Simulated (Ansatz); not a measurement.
# Notes on HfO2

```yaml
crystal:
  lattice:
    - [5.16197, 0.00000, 0.00000]
    - [0.00000, 5.23025, 0.00000]
    - [-0.86604, 0.00000, 5.25866]
  atoms:
    - { symbol: O, position: [0.44870, 0.75810, 0.48010] }
    - { symbol: O, position: [0.55130, 0.25810, 0.01990] }
    - { symbol: O, position: [0.55130, 0.24190, 0.51990] }
    - { symbol: O, position: [0.44870, 0.74190, 0.98010] }
    - { symbol: Hf, position: [0.27550, 0.03970, 0.20800] }
    - { symbol: Hf, position: [0.72450, 0.53970, 0.29200] }
    - { symbol: Hf, position: [0.72450, 0.96030, 0.79200] }
    - { symbol: Hf, position: [0.27550, 0.46030, 0.70800] }
    - { symbol: O, position: [0.07420, 0.33160, 0.34670] }
    - { symbol: O, position: [0.92580, 0.83160, 0.15330] }
    - { symbol: O, position: [0.92580, 0.66840, 0.65330] }
    - { symbol: O, position: [0.07420, 0.16840, 0.84670] }
```

Level: PBE, no spin polarisation; 420 eV; 5×5×5 Γ-centred mesh; methfessel-paxton occupations (width 0.0527 eV); Ansatz 0.2.0, fixed geometry.

**Question.** Describe some of the short contacts.

**Answer.** Hf–O at 2.05 Å: least valence density 0.78 e/Å³ and ELF 0.23 there. O–O at 2.53 Å: least valence density 0.22 e/Å³ and ELF 0.09 there, a closed-shell (ionic or weak) contact. These are pseudo-fields; inside the PAW spheres they differ from the all-electron ones.

**Question.** Is the cell too large or too small?

**Answer.** The pressure is -0.4 GPa (compression positive), so with the atoms held at these fractions the cell is close to zero pressure. The principal stresses -1.2, -0.4, 0.4 GPa differ, so its shape would change too.

**Question.** Give the Bader charges.

**Answer.** Bader charges in e: Hf +2.65, O -1.35 to -1.30. In the mean Hf gives up most and O takes most.

**Question.** Is it stable against the elements?

**Answer.** -3.46 eV an atom against the elements' usual phases (free molecules for gases, crystals otherwise, with no correction for O₂ or N₂), so it is bound against them; other compounds may still compete. Relaxing would lower it.

**Question.** Where is the largest force?

**Answer.** The largest is on O9 (and as large on other atoms): 0.41 eV/Å, components (-0.37, 0.17, -0.08). It makes 137° with the line to a nearest neighbour, Hf5 at 2.05 Å, pointing away from it.

**Question.** Which orbitals make up the band edges?

**Answer.** Within 0.7 eV of the edges, the states project mainly on O p (94 %) below the gap and on Hf d (84 %) above it.

**Question.** Is there a gap, and of what kind?

**Answer.** The gap is 4.12 eV, indirect (the least direct gap found is 4.18 eV). A semilocal functional usually gives too small a gap.

Origin: a database entry at a rescaled volume.
